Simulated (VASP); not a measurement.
Os, 1 atom in the cell. Symmetry: Fm-3m, No. 225, cubic system. Conventional cell: a = 3.857 Å, b = 3.857 Å, c = 3.857 Å, α = 90.00°, β = 90.00°, γ = 90.00°. Os (site symmetry m-3m) has 12 Os at 2.73 Å as nearest neighbours. The cell was built by a generator and needn't be a form met in nature.

| Quantity | Value |
| --- | --- |
| Program | VASP 6.6.1 |
| Task | single point |
| Functional | PBE |
| Potentials or basis | VASP PAW PBE potentials, release 64 (Os) |
| Cutoff | 520 eV |
| k mesh | 18 × 18 × 18 |
| Occupations | gaussian, width 0.05 eV |
| Spin | non-collinear spin, zero start, spin-orbit coupling |
| Starting moments | [[0.0, 0.0, 0.0]] μB |
| Dipole correction | no |
| Further INCAR settings | ALGO = Normal; EDIFF = 1e-06; NBANDS = 19 |

Potentials or basis: VASP PAW PBE potentials, release 64 (Os).

Run with:

```console
$ cat potpaw_PBE.64/Os/POTCAR > POTCAR
$ mpirun -np 1 vasp_ncl > vasp.out
```

Hardware: 1 thread of Intel(R) Xeon(R) 6975P-C (Granite Rapids), on a shared host.

Estimate the wall time of this run.

It took 42 s on 1 thread of Intel(R) Xeon(R) 6975P-C (Granite Rapids), with other jobs on the host, peak memory 0.22 GiB. Counts: scf iterations 13, k points 195.
